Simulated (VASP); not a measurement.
# SnS (Pnma) in VASP: a series of runs

One crystal, SnS, is run at these levels: PBE, PBEsol; tasks: G0W0 quasiparticle levels, phonons, dielectric tensor.

Program: VASP 6.6.1. These are calculated values, not measurements. Logs are shortened: lines on timing, memory, paths and dates and some standing lists are left out, and cuts for length are marked.

### Step 1. Starting point

It takes space group Pnma (No. 62, orthorhombic). Conventional cell: a = 11.102 Å, b = 3.986 Å, c = 4.230 Å, α = 90.00°, β = 90.00°, γ = 90.00°. Sn (site symmetry m) has 3 S at 2.63 to 2.68 Å as nearest neighbours. S (site symmetry m) is surrounded by 3 Sn at 2.63 to 2.68 Å.

### Step 2. G0W0 quasiparticle levels, PBE

File POSCAR:

```
SnS                                     
1.0
   11.1022363227      0.0000000000      0.0000000000
    0.0000000000      3.9856081180     -0.0000000000
    0.0000000000     -0.0000000000      4.2298593717
  Sn              S             
     4     4
Direct
     0.1185163016469163    0.2500000000000000    0.1099912146110713
     0.3814836983530838    0.7500000000000000    0.6099912146110713
     0.6185163016469164    0.2500000000000000    0.3900087853889287
     0.8814836983530836    0.7500000000000000    0.8900087853889287
     0.8532534778391950    0.2500000000000000    0.4743740039375980
     0.6467465221608050    0.7500000000000000    0.9743740039375977
     0.3532534778391949    0.2500000000000000    0.0256259960624021
     0.1467465221608050    0.7500000000000000    0.5256259960624023
```

File INCAR.step1:

```
ALGO = Normal
EDIFF = 1E-8
ENCUT = 500
GGA = PE
ISMEAR = 0
LASPH = T
LCHARG = F
LREAL = F
LWAVE = T
NELM = 80
PREC = Accurate
SIGMA = 0.01
```

File INCAR.step2:

```
ALGO = Exact
EDIFF = 1E-8
ENCUT = 500
GGA = PE
ISMEAR = 0
ISTART = 1
LASPH = T
LCHARG = F
LOPTICS = T
LREAL = F
LWAVE = T
NBANDS = 766
NELM = 1
PREC = Accurate
SIGMA = 0.01
```

File INCAR.step3:

```
ALGO = EVGW0
EDIFF = 1E-8
ENCUT = 500
ENCUTGW = 150
GGA = PE
ISMEAR = 0
ISTART = 1
LASPH = T
LCHARG = F
LREAL = F
LWAVE = F
NBANDS = 768
NBANDSGW = 48
NELMGW = 1
NOMEGA = 48
PREC = Accurate
PRECFOCK = Fast
SIGMA = 0.01
```

File KPOINTS:

```
k-points
0
Gamma
  1 4 4
```

Potentials or basis: VASP PAW PBE potentials, release 64 (Sn_d_GW, S_GW).

Started as:

```
> cat potpaw_PBE.64/Sn_d_GW/POTCAR potpaw_PBE.64/S_GW/POTCAR > POTCAR
> cp INCAR.step1 INCAR
> mpirun -np 4 vasp_std > vasp.out
> cp INCAR.step2 INCAR
> mpirun -np 4 vasp_std > vasp.out
> cp INCAR.step3 INCAR
> mpirun -np 4 vasp_std > vasp.out
```

OUTCAR:

```text
EDIFF = 1E-8
   ENCUT = 500
   ENCUTGW = 150
   GGA = PE
   ISMEAR = 0
   ISTART = 1
   LASPH = T
   LREAL = F
   NELMGW = 1
   PREC = Accurate
   PRECFOCK = Fast

 ion  position               nearest neighbor table
   1  0.119  0.250  0.110-   7 2.63   8 2.68   8 2.68
   2  0.381  0.750  0.610-   8 2.63   7 2.68   7 2.68
   3  0.619  0.250  0.390-   5 2.63   6 2.68   6 2.68
   4  0.881  0.750  0.890-   6 2.63   5 2.68   5 2.68
   5  0.853  0.250  0.474-   3 2.63   4 2.68   4 2.68
   6  0.647  0.750  0.974-   4 2.63   3 2.68   3 2.68
   7  0.353  0.250  0.026-   1 2.63   2 2.68   2 2.68
   8  0.147  0.750  0.526-   2 2.63   1 2.68   1 2.68

  LATTYP: Found a simple orthorhombic cell.
 ALAT       =     3.9856081180
 B/A-ratio  =     1.0612833090
 C/A-ratio  =     2.7855815208

  Lattice vectors:

 A1 = (   0.0000000000,   3.9856081180,   0.0000000000)
 A2 = (   0.0000000000,   0.0000000000,   4.2298593717)
 A3 = (  11.1022363227,   0.0000000000,   0.0000000000)

Analysis of symmetry for initial positions (statically):
=====================================================================
 Subroutine PRICEL returns:
 Original cell was already a primitive cell.

 Routine SETGRP: Setting up the symmetry group for a
 simple orthorhombic supercell.

 Subroutine GETGRP returns: Found  8 space group operations
 (whereof  2 operations were pure point group operations)
 out of a pool of  8 trial point group operations.

The static configuration has the point symmetry S_2 .
 The point group associated with its full space group is D_2h.

Analysis of symmetry for dynamics (positions and initial velocities):
=====================================================================
 Subroutine PRICEL returns:
 Original cell was already a primitive cell.

 Routine SETGRP: Setting up the symmetry group for a
 simple orthorhombic supercell.

 Subroutine GETGRP returns: Found  8 space group operations
 (whereof  2 operations were pure point group operations)
 out of a pool of  8 trial point group operations.

The dynamic configuration has the point symmetry S_2 .
 The point group associated with its full space group is D_2h.

 Subroutine INISYM returns: Found  8 space group operations
 (whereof  2 operations are pure point group operations),
 and found     1 'primitive' translations

----------------------------------------------------------------------------------------

[... 58 lines left out ...]

 Following reciprocal coordinates:
            Coordinates               Weight
  0.000000  0.000000  0.000000      1.000000
  0.000000  0.250000  0.000000      2.000000
  0.000000  0.500000  0.000000      1.000000
  0.000000  0.000000  0.250000      2.000000
  0.000000  0.250000  0.250000      4.000000
  0.000000  0.500000  0.250000      2.000000
  0.000000  0.000000  0.500000      1.000000
  0.000000  0.250000  0.500000      2.000000
  0.000000  0.500000  0.500000      1.000000
   k-points           NKPTS =      9   k-points in BZ     NKDIM =     16   number of bands    NBANDS=    768
   number of dos      NEDOS =    301   number of ions     NIONS =      8
   total plane-waves  NPLWV =  80640
   dimension x,y,z NGX =    84 NGY =   30 NGZ =   32
   dimension x,y,z NGXF=   168 NGYF=   60 NGZF=   64
   ions per type =               4   4
   NGX,Y,Z   is equivalent  to a cutoff of  12.58, 12.51, 12.58 a.u.
   NGXF,Y,Z  is equivalent  to a cutoff of  25.16, 25.03, 25.15 a.u.
 SYSTEM =  unknown system
   PREC   = accura    normal or accurate (medium, high low for compatibility)
   ISTART =      1    job   : 0-new  1-cont  2-samecut
   ICHARG =      0    charge: 1-file 2-atom 10-const
   ISPIN  =      1    spin polarized calculation?
   LNONCOLLINEAR =      F non collinear calculations
   LSORBIT =      F    spin-orbit coupling
   LASPH  =      T    aspherical Exc in radial PAW
   ENCUT  =  500.0 eV  36.75 Ry    6.06 a.u.  20.24  7.27  7.71*2*pi/ulx,y,z
   NELM   =     60;   NELMIN=  2; NELMDL=  0     # of ELM steps
   EDIFF  = 0.1E-07   stopping-criterion for ELM
   LREAL  =      F    real-space projection
   EDIFFG = 0.1E-06   stopping-criterion for IOM
   NSW    =      0    number of steps for IOM
   IBRION =     -1    ionic relax: 0-MD 1-quasi-New 2-CG
   NFREE  =      0    steps in history (QN), initial steepest desc. (CG)
   ISIF   =      0    stress and relaxation
   ISYM   =      3    0-nonsym 1-usesym 2-fastsym
   POTIM  = 0.5000    time-step for ionic-motion
   TEBEG  =    0.0;   TEEND  =   0.0 temperature during run
   PSTRESS=    0.0 pullay stress
   NELECT =      80.0000    total number of electrons
   NUPDOWN=      -1.0000    fix difference up-down
   EMIN   =  10.00;   EMAX   =-10.00  energy-range for DOS
   EFERMI =   0.00;   METHOD = LEGACY
   ISMEAR =     0;   SIGMA  =   0.01  broadening in eV -4-tet -1-fermi 0-gaus
   EFERMI_NEDOS =   21; number of points for ismear=-14 and -15
   IALGO  =     38    algorithm
   IMIX   =      4    mixing-type and parameters
     AMIX     =   0.40;   BMIX     =  1.00
     AMIX_MAG =   1.60;   BMIX_MAG =  1.00
  volume/ion in A,a.u.               =      23.40       157.88
  Fermi-wavevector in a.u.,A,eV,Ry     =   1.233184  2.330380 20.690957  1.520742
  Thomas-Fermi vector in A             =   2.367924
   LORBIT       =      0    0 simple, 1 ext, 2 COOP (PROOUT), +10 PAW based schemes
   GGA     = PE    functional components
   LHFCALC =     T    Hartree Fock is set to
   PRECFOCK=fast      Normal, Fast or Accurate (Low or Medium for compatibility)
   ENCUT4O =  -1.0   cutoff for four orbital integrals eV
   NKREDX  =     1    reduce k-point grid by
   NKREDY  =     1    reduce k-point grid by
   NKREDZ  =     1    reduce k-point grid by
   AEXX    =    1.0000 exact exchange contribution
   HFSCREEN=    0.0000 screening length (either q_TF or 0.3 A-1)
   HFSCREENC=   0.0000 screening length for correlation (either q_TF or 0.3 A-1)
   ENCUTFOCK=  -1.0 apply spherical cutoff to Coloumb kernel
   IVDW    =     0    specifies the selected vdW correction
   LEPSILON=     F    determine dielectric tensor
   LRPA    =     F    only Hartree local field effects (RPA)
   LRPAFORCE           =     F    calculate RPA forces
   ENCUTGW             = 150.0    cutoff for response function in eV
   ENCUTGWSOFT         = 120.0    soft cutoff for Coulomb kernel in GW response function in eV
   ENCUTLF             =  -1.0    cutoff for local field effects
   NELMGW              =     1    number of iterations in solving QP/BSE equation
   NELMHF              =     1    number of iterations in the inner HF iteration
   NKREDLFX            =     1    NKREDLFY  =   1   NKREDLFZ  =   1
 non-spin polarized calculation
 Gauss-broadening in eV      SIGMA  =   0.01
  energy-cutoff  :      500.00
  volume of cell :      187.17
 maximum number of plane-waves:      4789
 NGX is ok and might be reduce to    84
  NGX = 48; NGY = 16; NGZ = 18
   NGX = 41   NGY = 15   NGZ = 15
 maximum number of plane-waves:       788
 NGX is ok and might be reduce to    48

 QP shifts <psi_nk| G(iteration)W_0 |psi_nk>: iteration 1
 for sc-GW calculations column KS-energies equals QP-energies in previous step
 and V_xc(KS)=  KS-energies - (<T + V_ion + V_H > + <T+V_H+V_ion>^1  + <V_x>^1)

 k-point   1 :       0.0000    0.0000    0.0000
  band No.  KS-energies  QP-energies   sigma(KS)   V_xc(KS)     V^pw_x(r,r')   Z            occupation Imag(sigma)

      1     -16.1020     -18.6529     -21.1648     -17.4458     -27.0551       0.6859       2.0000       0.2608
      2     -16.0774     -18.6562     -21.2283     -17.4781     -27.0441       0.6877       2.0000       0.2224
      3     -16.0774     -18.6562     -21.2283     -17.4781     -27.0441       0.6877       2.0000       0.2224
      4     -16.0672     -18.6382     -21.2328     -17.4859     -27.0284       0.6862       2.0000       0.2026
      5     -16.0596     -18.6444     -21.2366     -17.4887     -27.0705       0.6897       2.0000       0.2276
      6     -16.0596     -18.6444     -21.2366     -17.4887     -27.0705       0.6897       2.0000       0.2276
[... 456 lines left out ...]
     47      10.0828      10.1284     -10.7382     -10.7991      -5.9392       0.7473       0.0000      -0.1856
     48      10.0828      10.1284     -10.7382     -10.7991      -5.9392       0.7473       0.0000      -0.1856
```

OUTCAR.step1:

```text
EDIFF = 1E-8
   ENCUT = 500
   GGA = PE
   ISMEAR = 0
[... 691 lines left out ...]
      9.47302      0.99640      2.00654        -0.016452     -0.000000      0.122488
      7.18033      2.98921      4.12147         0.016452     -0.000000      0.122488
      3.92190      0.99640      0.10839        -0.016452     -0.000000     -0.122488
      1.62921      2.98921      2.22332         0.016452     -0.000000     -0.122488
 -----------------------------------------------------------------------------------
    total drift:                                0.000000     -0.000000     -0.000000

  FREE ENERGIE OF THE ION-ELECTRON SYSTEM (eV)
  ---------------------------------------------------
  free  energy   TOTEN  =       -34.9085199951 eV

  energy  without entropy=      -34.9085199951  energy(sigma->0) =      -34.90852000
```

OUTCAR.step2:

```text
EDIFF = 1E-8
   ENCUT = 500
   GGA = PE
   ISMEAR = 0
[... 1062 lines left out ...]
  --------------------------------------------------------------------------------------------------------------
     0.00000    36.00764    17.49162    15.74941     0.00000    -0.00000     0.00000
     1.83737    37.05328    27.39437    15.80982     0.00000    -0.00000     0.00000
     3.67474   -15.48648     5.17805     6.95873     0.00000     0.00000     0.00000
     5.51211    -4.36046    -3.97820     1.58617     0.00000     0.00000     0.00000
     7.34948    -3.55750    -2.60018    -3.00851     0.00000     0.00000     0.00000
     9.18685    -4.92669    -1.53005    -0.38173     0.00000     0.00000     0.00000
[... 92 lines left out ...]
   180.06224     0.97518     0.97785     0.97773     0.00000     0.00000     0.00000
   181.89961     0.97573     0.97834     0.97823     0.00000     0.00000     0.00000
```

Wall time 30 min (4 MPI ranks of Intel Xeon Platinum 8488C (Sapphire Rapids), shared host); peak memory 1.6 GiB.

What came out:

```
Band gap on the k mesh, mean-field level : 0.85 eV, indirect (least direct gap 1.31 eV)
Quasiparticle gap                        : 1.15 eV
Least direct quasiparticle gap           : 1.63 eV
```

Caveat: the k mesh is coarse (spacing up to 0.57 Å⁻¹), so the values aren't converged; bands, screening cutoff and mesh are small and nothing is extrapolated, so the quasiparticle values aren't converged; spin-orbit coupling is left out, which moves the levels of the heavy elements; an odd mesh through Γ misses points on the zone boundary, where band edges often lie.

### Step 3. Phonons, PBE

This run uses another cell than the first one, of 25.62 Å³/atom, 1.095 times its volume.

File POSCAR:

```
SnS
1.0
   11.4427421491      0.0000000000      0.0000000000
    0.0000000000      4.0204431254      0.0000000000
    0.0000000000     -0.0000000000      4.4544731094
  Sn              S
     4     4
Direct
     0.1215091756652144    0.2500000000000000    0.1295265998197238
     0.3784908243347856    0.7500000000000000    0.6295265998197236
     0.6215091756652144    0.2500000000000000    0.3704734001802763
     0.8784908243347856    0.7500000000000000    0.8704734001802764
     0.8498909212636433    0.2500000000000000    0.4773786127445527
     0.6501090787363567    0.7500000000000000    0.9773786127445527
     0.3498909212636432    0.2500000000000000    0.0226213872554472
     0.1501090787363569    0.7500000000000000    0.5226213872554473
```

File INCAR.step1:

```
PREC = Accurate
ENCUT = 600
EDIFF = 1E-8
ISMEAR = 0
SIGMA = 0.03
LREAL = False
LASPH = True
NELM = 80
ALGO = Normal
ISIF = 3
LWAVE = False
LCHARG = False
GGA = PE
KPAR = 2
IBRION = 2
NSW = 40
EDIFFG = -0.002
```

File INCAR.step2:

```
PREC = Accurate
ENCUT = 600
EDIFF = 1E-8
ISMEAR = 0
SIGMA = 0.03
LREAL = False
LASPH = True
NELM = 80
ALGO = Normal
ISIF = 2
LWAVE = False
LCHARG = False
GGA = PE
KPAR = 2
IBRION = 6
NFREE = 2
POTIM = 0.015
NSW = 1
```

File KPOINTS:

```
regular mesh
0
Gamma
  4 8 6
```

Potentials or basis: VASP PAW PBE potentials, release 64 (Sn_d, S).

Started as:

```
> cat potpaw_PBE.64/Sn_d/POTCAR potpaw_PBE.64/S/POTCAR > POTCAR
> cp INCAR.step1 INCAR
> mpirun -np 2 vasp_std > vasp.out
> cp CONTCAR POSCAR
> cp INCAR.step2 INCAR
> mpirun -np 2 vasp_std > vasp.out
```

OUTCAR:

```text
PREC = Accurate
   ENCUT = 600
   EDIFF = 1E-8
   ISMEAR = 0
   LREAL = False
   LASPH = True
   NELM = 80
   ISIF = 2
   GGA = PE
   IBRION = 6
   NFREE = 2
   POTIM = 0.015
   NSW = 1

 ion  position               nearest neighbor table
   1  0.122  0.250  0.130-   7 2.66   8 2.69   8 2.69   4 3.62   4 3.62
   2  0.378  0.750  0.630-   8 2.66   7 2.69   7 2.69   3 3.62   3 3.62
   3  0.622  0.250  0.370-   5 2.66   6 2.69   6 2.69   2 3.62   2 3.62
   4  0.878  0.750  0.870-   6 2.66   5 2.69   5 2.69   1 3.62   1 3.62
   5  0.850  0.250  0.477-   3 2.66   4 2.69   4 2.69
   6  0.650  0.750  0.977-   4 2.66   3 2.69   3 2.69
   7  0.350  0.250  0.023-   1 2.66   2 2.69   2 2.69
   8  0.150  0.750  0.523-   2 2.66   1 2.69   1 2.69

  LATTYP: Found a simple orthorhombic cell.
 ALAT       =     4.0220994335
 B/A-ratio  =     1.1071140192
 C/A-ratio  =     2.8449180208
[... 1694 lines left out ...]

 INTERNAL STRAIN TENSOR FOR ION    1 for displacements in x,y,z  (eV/Angst):
          X           Y           Z          XY          YZ          ZX
  --------------------------------------------------------------------------------
  x     9.13687     3.41125     3.85853     0.00000     0.00000    -0.52278
  y     0.00000    -0.00000     0.00000     1.00315     3.14371     0.00000
  z     0.82881     3.57455     6.98665     0.00000     0.00000     2.13722

 INTERNAL STRAIN TENSOR FOR ION    8 for displacements in x,y,z  (eV/Angst):
          X           Y           Z          XY          YZ          ZX
  --------------------------------------------------------------------------------
  x     8.36541     0.32970     0.16864     0.00000     0.00000     0.69246
  y     0.00000     0.00000     0.00000     1.13633    -3.80919     0.00000
  z     0.27466    -3.86084    -6.40736     0.00000     0.00000     0.77762

 Eigenvectors and eigenvalues of the dynamical matrix
 ----------------------------------------------------

   1 f  =    8.247114 THz    51.818146 2PiTHz  275.094117 cm-1    34.107308 meV
             X         Y         Z           dx          dy          dz
      1.390366  1.005525  0.576966    -0.208863    0.000000   -0.045910
      4.330905  3.016575  2.803428    -0.208863   -0.000000    0.045910
      7.111638  1.005525  1.649495     0.208863    0.000000   -0.045910
     10.052177  3.016575  3.875956     0.208863   -0.000000    0.045910
      9.725390  1.005525  2.125822    -0.430614    0.000000   -0.137259
      7.438425  3.016575  4.352284    -0.430614   -0.000000    0.137259
      4.004118  1.005525  0.100639     0.430614    0.000000   -0.137259
      1.717153  3.016575  2.327100     0.430614   -0.000000    0.137259
[... 243 lines left out ...]
  24 f/i=    0.007550 THz     0.047437 2PiTHz    0.251835 cm-1     0.031223 meV
             X         Y         Z           dx          dy          dz
      1.390366  1.005525  0.576966    -0.000000   -0.443266    0.000000
      4.330905  3.016575  2.803428    -0.000000   -0.443266    0.000000
      7.111638  1.005525  1.649495    -0.000000   -0.443266    0.000000
     10.052177  3.016575  3.875956    -0.000000   -0.443266    0.000000
      9.725390  1.005525  2.125822    -0.000000   -0.231333    0.000000
      7.438425  3.016575  4.352284    -0.000000   -0.231333    0.000000
      4.004118  1.005525  0.100639    -0.000000   -0.231333    0.000000
      1.717153  3.016575  2.327100    -0.000000   -0.231333    0.000000

 ELASTIC MODULI CONTR FROM IONIC RELAXATION (kBar)
 Direction    XX          YY          ZZ          XY          YZ          ZX
 --------------------------------------------------------------------------------
 XX        -722.5223   -130.7021   -103.4056      0.0000     -0.0000     -0.0000
 YY        -130.7021   -165.2575   -244.3496      0.0000      0.0000     -0.0000
 ZZ        -103.4056   -244.3496   -459.1351      0.0000     -0.0000      0.0000
 XY           0.0000      0.0000      0.0000    -44.3720      0.0000      0.0000
 YZ          -0.0000      0.0000     -0.0000      0.0000   -181.5307     -0.0000
 ZX          -0.0000      0.0000      0.0000      0.0000     -0.0000    -67.7309
 --------------------------------------------------------------------------------
```

OSZICAR.step1:

```text
N       E                     dE             d eps       ncg     rms          rms(c)
DAV:   1     0.947786781167E+03    0.94779E+03   -0.40135E+04  6264   0.239E+03
DAV:   2     0.135246594753E+03   -0.81254E+03   -0.78875E+03  5784   0.692E+02
DAV:   3    -0.249215646244E+02   -0.16017E+03   -0.15359E+03  6992   0.224E+02
[... 31 lines left out ...]
DAV:   4    -0.354630434809E+02    0.24841E-05   -0.10210E-05  8552   0.234E-02    0.268E-03
DAV:   5    -0.354630435738E+02   -0.92887E-07   -0.25894E-06  6168   0.128E-02    0.172E-03
DAV:   6    -0.354630434080E+02    0.16580E-06   -0.14402E-07  7792   0.270E-03    0.417E-04
DAV:   7    -0.354630434296E+02   -0.21610E-07   -0.12555E-08  3456   0.104E-03    0.292E-04
DAV:   8    -0.354630434558E+02   -0.26193E-07   -0.42634E-09  3384   0.464E-04    0.165E-04
DAV:   9    -0.354630434562E+02   -0.34743E-09   -0.10992E-09  3240   0.280E-04
   3 F= -.35463043E+02 E0= -.35463043E+02  d E =-.912834E-05
```

Run time: 58 min. Hardware: 2 MPI ranks of Intel Xeon 6975P-C (Granite Rapids), shared host; peak memory 1.5 GiB.

What came out:

* Highest phonon frequency at Γ, LO-TO splitting left out: 275 cm⁻¹

Phonon frequencies in cm⁻¹ (negative: imaginary):
| q point | frequencies |
| --- | --- |
| (0.000, 0.000, 0.000) | 0 0 0 36 40 48 58 64 70 83 85 89 149 160 181 186 187 189 195 211 212 213 217 275 |

(Part 1 of 2 ends here.)
